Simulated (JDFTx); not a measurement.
# InP (F-43m) in JDFTx: settings compared

The runs below take InP through single point, with PBEsol, r2SCAN.

Program: JDFTx 1.7.0 (patched build). These are calculated values, not measurements. Logs are shortened: lines on timing, memory, paths and dates and some standing lists are left out, and cuts for length are marked. The log counts tension as positive stress, the text compression.

**The experiment to reproduce.**

From a printed reference work, data compilation, for a bulk crystal of InP at 1.6 K: band gap 1.4236 eV (direct).

How close the calculation comes is told below.

### Step 1. Starting point

The structure is cubic, space group F-43m (No. 216). Conventional cell: a = 5.861 Å, b = 5.861 Å, c = 5.861 Å, α = 90.00°, β = 90.00°, γ = 90.00°. In (site symmetry -43m) has 4 P at 2.54 Å as nearest neighbours. P (site symmetry -43m) is surrounded by 4 In at 2.54 Å.

### Step 2. Single point, PBEsol

Contents of InP.in:

```
lattice Face-Centered Cubic 11.0756848164
coords-type Lattice
ion In     0.0000000000     0.0000000000     0.0000000000 1
ion P      0.7500000000     0.7500000000     0.7500000000 1

ion-species pseudo/In.upf
ion-species pseudo/P.upf
elec-cutoff 35 280
elec-ex-corr gga-PBEsol
kpoint-folding 8 8 8
elec-smearing Fermi 0.0018374661
elec-n-bands 15
electronic-SCF nIterations 100 energyDiffThreshold 1e-09
electronic-minimize nIterations 30 energyDiffThreshold 1e-7
converge-empty-states yes
forces-output-coords Cartesian

dump-name run.$VAR
dump End Ecomponents EigStats BandEigs Kpoints Forces Stress ElecDensity
```

Potentials or basis: PseudoDojo-SR-PBEsol-0.4.1-standard with smoothed tails.

The run is started by

```
$ jdftx -c 1 -i InP.in -o InP.out
```

Log:

```text
*************** JDFTx 1.7.0 (patched build) ***************

Input parsed successfully to the following command list (including defaults):
[... the input with its defaults ...]

---------- Setting up symmetries ----------

Found 48 point-group symmetries of the bravais lattice
Found 24 space-group symmetries with basis
Applied RMS atom displacement 0 bohrs to make symmetries exact.

---------- Initializing the Grid ----------
R =
[            0      5.53784      5.53784  ]
[      5.53784            0      5.53784  ]
[      5.53784      5.53784            0  ]
unit cell volume = 339.666
G =
[  -0.567295   0.567295   0.567295  ]
[   0.567295  -0.567295   0.567295  ]
[   0.567295   0.567295  -0.567295  ]
Minimum fftbox size, Smin = [  60  60  60  ]
Chosen fftbox size, S = [  60  60  60  ]

---------- Initializing tighter grid for wavefunction operations ----------
R =
[            0      5.53784      5.53784  ]
[      5.53784            0      5.53784  ]
[      5.53784      5.53784            0  ]
unit cell volume = 339.666
G =
[  -0.567295   0.567295   0.567295  ]
[   0.567295  -0.567295   0.567295  ]
[   0.567295   0.567295  -0.567295  ]
Minimum fftbox size, Smin = [  44  44  44  ]
Chosen fftbox size, S = [  48  48  48  ]

---------- Exchange Correlation functional ----------
Initalized PBEsol GGA exchange.
Initalized PBEsol GGA correlation.

---------- Setting up pseudopotentials ----------
Width of ionic core gaussian charges (only for fluid interactions / plotting) set to 0

Reading pseudopotential file 'pseudo/In.upf':
  'In' pseudopotential, 'PBESOL' functional
  Generated using ONCVPSP code by D. R. Hamann
  13 valence electrons, 3 orbitals, 6 projectors, 1001 radial grid points, with lMax = 2
    4D    l: 2   occupation: 10.0   eigenvalue: -0.683211
    5S    l: 0   occupation:  2.0   eigenvalue: -0.303394
    5P    l: 1   occupation:  1.0   eigenvalue: -0.092565
  Core radius for overlap checks: 2.17 bohrs.

Reading pseudopotential file 'pseudo/P.upf':
  'P' pseudopotential, 'PBESOL' functional
  Generated using ONCVPSP code by D. R. Hamann
  5 valence electrons, 2 orbitals, 6 projectors, 1001 radial grid points, with lMax = 2
    3S    l: 0   occupation:  2.0   eigenvalue: -0.511448
    3P    l: 1   occupation:  3.0   eigenvalue: -0.201377
  Core radius for overlap checks: 1.66 bohrs.

Initialized 2 species with 2 total atoms.

Folded 1 k-points by 8x8x8 to 512 k-points.

---------- Setting up k-points, bands, fillings ----------
Adding inversion symmetry to k-mesh for non-inversion-symmetric unit cell.
Reduced to 29 k-points under symmetry.
Computing the number of bands and number of electrons
Calculating initial fillings.
nElectrons:  18.000000   nBands: 15   nStates: 29

----- Setting up reduced wavefunction bases (one per k-point) -----
average nbasis = 3359.189 , ideal nbasis = 3359.293

---------- Setting up ewald sum ----------
Optimum gaussian width for ewald sums = 2.515192 bohr.
Real space sum over 1331 unit cells with max indices [  5  5  5  ]
Reciprocal space sum over 2197 terms with max indices [  6  6  6  ]

---------- Allocating electronic variables ----------
Initializing wave functions:  linear combination of atomic orbitals
Note: number of bands (15) exceeds available atomic orbitals (13)
In pseudo-atom occupations:   s ( 2 )  p ( 1 )  d ( 10 )
P pseudo-atom occupations:   s ( 2 )  p ( 3 )
	FillingsUpdate:  mu: +0.297196676  nElectrons: 18.000000
LCAOMinimize: Iter:   0  F: -63.2324171099907915  |grad|_K:  2.990e-03  alpha:  1.000e+00
	FillingsUpdate:  mu: +0.277707680  nElectrons: 18.000000
LCAOMinimize: Iter:   1  F: -63.2467684945387560  |grad|_K:  7.376e-05  alpha:  4.735e-01  linmin: -2.780e-01  cgtest:  7.764e-01
LCAOMinimize: Encountered beta<0, resetting CG.
	FillingsUpdate:  mu: +0.277374687  nElectrons: 18.000000
LCAOMinimize: Iter:   2  F: -63.2467788482103543  |grad|_K:  2.032e-05  alpha:  5.833e-01  linmin: -3.601e-05  cgtest:  2.783e-03
	FillingsUpdate:  mu: +0.277516451  nElectrons: 18.000000
LCAOMinimize: Iter:   3  F: -63.2467798279054918  |grad|_K:  8.608e-07  alpha:  7.268e-01  linmin: -4.447e-03  cgtest: -6.212e-03
	FillingsUpdate:  mu: +0.277515252  nElectrons: 18.000000
LCAOMinimize: Iter:   4  F: -63.2467798302668527  |grad|_K:  6.932e-08  alpha:  9.755e-01  linmin: -8.124e-04  cgtest: -9.680e-03
LCAOMinimize: Converged (|Delta F|<1.000000e-06 for 2 iters).

-------- Electronic minimization -----------
Will mix electronic density at each iteration.
	FillingsUpdate:  mu: +0.277515252  nElectrons: 18.000000
	FillingsUpdate:  mu: +0.267846157  nElectrons: 18.000000
SCF: Cycle:  0   F: -63.283097084126339   dF: -3.632e-02   |Residual|: 4.375e-02   |deigs|: 1.504e-01
	FillingsUpdate:  mu: +0.268296094  nElectrons: 18.000000
SCF: Cycle:  1   F: -63.283861007872552   dF: -7.639e-04   |Residual|: 2.482e-02   |deigs|: 8.908e-03
	FillingsUpdate:  mu: +0.270289165  nElectrons: 18.000000
SCF: Cycle:  2   F: -63.283991786815697   dF: -1.308e-04   |Residual|: 3.536e-03   |deigs|: 3.186e-03
	FillingsUpdate:  mu: +0.270664476  nElectrons: 18.000000
SCF: Cycle:  3   F: -63.284002053517320   dF: -1.027e-05   |Residual|: 1.627e-03   |deigs|: 1.185e-03
	FillingsUpdate:  mu: +0.271091104  nElectrons: 18.000000
SCF: Cycle:  4   F: -63.284005340621214   dF: -3.287e-06   |Residual|: 6.277e-04   |deigs|: 6.213e-04
	FillingsUpdate:  mu: +0.271087178  nElectrons: 18.000000
SCF: Cycle:  5   F: -63.284006443274023   dF: -1.103e-06   |Residual|: 2.120e-04   |deigs|: 6.136e-04
	FillingsUpdate:  mu: +0.271158309  nElectrons: 18.000000
SCF: Cycle:  6   F: -63.284007144493486   dF: -7.012e-07   |Residual|: 4.919e-05   |deigs|: 3.916e-04
	FillingsUpdate:  mu: +0.271160645  nElectrons: 18.000000
SCF: Cycle:  7   F: -63.284007485998885   dF: -3.415e-07   |Residual|: 3.166e-05   |deigs|: 3.250e-04
	FillingsUpdate:  mu: +0.271165327  nElectrons: 18.000000
SCF: Cycle:  8   F: -63.284007611704538   dF: -1.257e-07   |Residual|: 8.534e-06   |deigs|: 3.392e-04
	FillingsUpdate:  mu: +0.271163351  nElectrons: 18.000000
SCF: Cycle:  9   F: -63.284007688487222   dF: -7.678e-08   |Residual|: 4.080e-06   |deigs|: 5.761e-04
	FillingsUpdate:  mu: +0.271163588  nElectrons: 18.000000
SCF: Cycle: 10   F: -63.284007714683135   dF: -2.620e-08   |Residual|: 2.441e-06   |deigs|: 4.279e-04
	FillingsUpdate:  mu: +0.271163642  nElectrons: 18.000000
SCF: Cycle: 11   F: -63.284007728995597   dF: -1.431e-08   |Residual|: 1.470e-06   |deigs|: 2.677e-04
	FillingsUpdate:  mu: +0.271163781  nElectrons: 18.000000
SCF: Cycle: 12   F: -63.284007734149654   dF: -5.154e-09   |Residual|: 1.075e-06   |deigs|: 2.717e-04
	FillingsUpdate:  mu: +0.271163816  nElectrons: 18.000000
SCF: Cycle: 13   F: -63.284007736718841   dF: -2.569e-09   |Residual|: 1.091e-06   |deigs|: 6.618e-04
	FillingsUpdate:  mu: +0.271164101  nElectrons: 18.000000
SCF: Cycle: 14   F: -63.284007737678557   dF: -9.597e-10   |Residual|: 1.044e-06   |deigs|: 3.817e-04
	FillingsUpdate:  mu: +0.271164043  nElectrons: 18.000000
SCF: Cycle: 15   F: -63.284007738121247   dF: -4.427e-10   |Residual|: 2.545e-07   |deigs|: 1.366e-04
SCF: Converged (|Delta E|<1.000000e-09 for 2 iters).

Setting wave functions to eigenvectors of Hamiltonian
Converging empty states (this may take a while):
EmptyStates: None of the convergence criteria satisfied.
|deigs|: 5.841e-04

# Stress tensor in Cartesian coordinates [Eh/a0^3]:
[ -2.39109e-05            0            0  ]
[            0 -2.39109e-05            0  ]
[            0            0 -2.39109e-05  ]

# Ionic positions in lattice coordinates:
ion In   0.000000000000000   0.000000000000000   0.000000000000000 1
ion P   0.750000000000000   0.750000000000000   0.750000000000000 1

# Forces in Cartesian coordinates:
force In   0.000000000000000  -0.000000000000000   0.000000000000000 1
force P  -0.000000000000000   0.000000000000000   0.000000000000000 1

# Energy components:
   Eewald =      -44.8602020983078873
       EH =       18.3648081767982809
     Eloc =      -55.4919929010594259
      Enl =      -13.6811398554314092
      Exc =      -21.8776469287013455
 Exc_core =        9.9497877147147644
       KE =       44.3123785815872537
-------------------------------------
     Etot =      -63.2840073103997725
       TS =        0.0000004277214765
-------------------------------------
        F =      -63.2840077381212467

IonicMinimize: Iter:   0  F: -63.284007738121247  |grad|_K:  2.100e-35
IonicMinimize: Converged (|grad|_K<1.000000e-04).

#--- Lowdin population analysis ---
# oxidation-state In +0.285
# oxidation-state P -0.251

Dumping 'run.eigStats' ...
	eMin: -0.270307 at state 20 ( [ +0.000000 +0.500000 +0.500000 ] spin 0 )
	HOMO: +0.258749 at state 0 ( [ +0.000000 +0.000000 +0.000000 ] spin 0 )
	mu  : +0.271164
	LUMO: +0.281291 at state 0 ( [ +0.000000 +0.000000 +0.000000 ] spin 0 )
	eMax: +0.675506 at state 24 ( [ +0.125000 +0.375000 +0.500000 ] spin 0 )
	HOMO-LUMO gap: +0.022542
	Optical gap  : +0.022542 at state 0 ( [ +0.000000 +0.000000 +0.000000 ] spin 0 )
WARNING: the last solve of the electrons (or of bands or displaced states from it) ended unconverged.
Done!
```

It took 2.4 min on 1 thread of Arm Neoverse V1, shared host; peak memory 0.13 GiB.

Results:

- Free energy: -1722.0456 eV
- Pressure: 0.7 GPa
- Band gap on the k mesh: 0.61 eV, direct
- Loewdin charges: In +0.28; P -0.25 e

Caveat: the empty levels aren't tightly converged; spin-orbit coupling is left out, which moves the levels of the heavy elements.

### Step 3. Single point, r2SCAN

Contents of InP.in:

```
lattice \
    0.0000000000     5.5378424082     5.5378424082 \
    5.5378424082     0.0000000000     5.5378424082 \
    5.5378424082     5.5378424082     0.0000000000
coords-type Lattice
ion In     0.0000000000     0.0000000000     0.0000000000 1
ion P      0.7500000000     0.7500000000     0.7500000000 1

ion-species pseudo/In.upf
ion-species pseudo/P.upf
elec-cutoff 40 320
elec-ex-corr mgga-x-r2scan mgga-c-r2scan
kpoint-folding 6 6 6
elec-smearing Fermi 0.0018374661
elec-n-bands 15
electronic-SCF nIterations 100 energyDiffThreshold 1e-09
electronic-minimize nIterations 30 energyDiffThreshold 1e-7
converge-empty-states yes
forces-output-coords Cartesian

dump-name run.$VAR
dump End Ecomponents EigStats BandEigs Kpoints Forces Stress ElecDensity KEdensity
```

Potentials or basis: SG15-PBE-1.2 with smoothed tails.

The run is started by

```
$ jdftx -c 1 -i InP.in -o InP.out
```

Run time: 6.1 min. Hardware: 1 thread of Arm Neoverse V1, shared host; peak memory 0.2 GiB.

The run converged. Its results:

```yaml
Free_energy: -1592.2489 eV
Pressure: 0.3 GPa
Band_gap_on_the_k_mesh: 0.76 eV, direct
```

Levels at points of the mesh, in eV from the valence-band top:
| k point | band 7 | band 8 | band 9 | band 10 | band 11 | band 12 |
| --- | --- | --- | --- | --- | --- | --- |
| (0.00, 0.00, 0.00) | 0.00 | 0.00 | 0.00 | 0.76 | 4.29 | 4.29 |
| (0.00, 0.00, 0.50) | -6.06 | -1.05 | -1.05 | 1.57 | 5.13 | 5.13 |
| (0.00, 0.50, 0.50) | -6.13 | -2.47 | -2.47 | 2.02 | 2.41 | 9.78 |

Caveat: the potentials were made for another functional, which shifts forces and pressure; spin-orbit coupling is left out, which moves the levels of the heavy elements.

### Step 4. How close it comes

Step 2. A measured gap of InP is 1.4236 eV (direct; 1.6 K; a printed reference work, data compilation); the calculated 0.61 eV misses it by -0.81 eV. Spin-orbit coupling on In is left out. The value is that of PBEsol, without temperature or zero-point motion. Semilocal functionals fall short of measured gaps as a rule.

Step 3. Measured gap of InP: 1.4236 eV (direct; 1.6 K; a printed reference work, data compilation). This calculation gives 0.76 eV (-0.66 eV). Spin-orbit coupling on In is left out. The value is that of r2SCAN, without temperature or zero-point motion.
